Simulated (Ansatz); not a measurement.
**Property card for Al$_{3}$Cu**

Method: Ansatz, DFT r2SCAN, scalar-relativistic, plane waves, PAW.

Cutoff 500 eV; k points 16×16×6 on the computed 4-atom cell (Γ-centred); Gaussian smearing, width 0.10 eV; no spin polarisation.

The structure is relaxed at this level of theory with its symmetry kept. Whether it is the stable form of this composition wasn't checked.

It takes space group P4/mmm (No. 123, tetragonal). Conventional cell: a = 2.774 Å, b = 2.774 Å, c = 7.592 Å, α = 90.00°, β = 90.00°, γ = 90.00°. Al (site symmetry 4/mmm) is surrounded by 12 Al at 2.77 to 2.88 Å. Around Al (site symmetry 4mm) lie 4 Cu at 2.59 Å and 8 Al at 2.77 to 2.88 Å. Around Cu (site symmetry 4/mmm) lie 8 Al at 2.59 Å and 4 Cu at 2.77 Å.

| Item | Value |
| --- | --- |
| Volume per atom | 14.60 Å³ |
| Formation energy from the elements' standard states (uncorrected) | -0.090 eV/atom |
| Generalised Kohn–Sham band gap | none (metal) |
| Density of states at the Fermi level | 1.15 states/eV per cell |
| Löwdin character within 0.5 eV of the Fermi level | Al 3p 60 %, Al 3s 22 %, unprojected 9 % |
| Bulk modulus | 106 GPa |
| Its pressure derivative | 4.5 |
| Bader charges (e) | Al (1 in the cell) 0.02, Al (2 in the cell) 0.64, Cu (1 in the cell) -1.30 |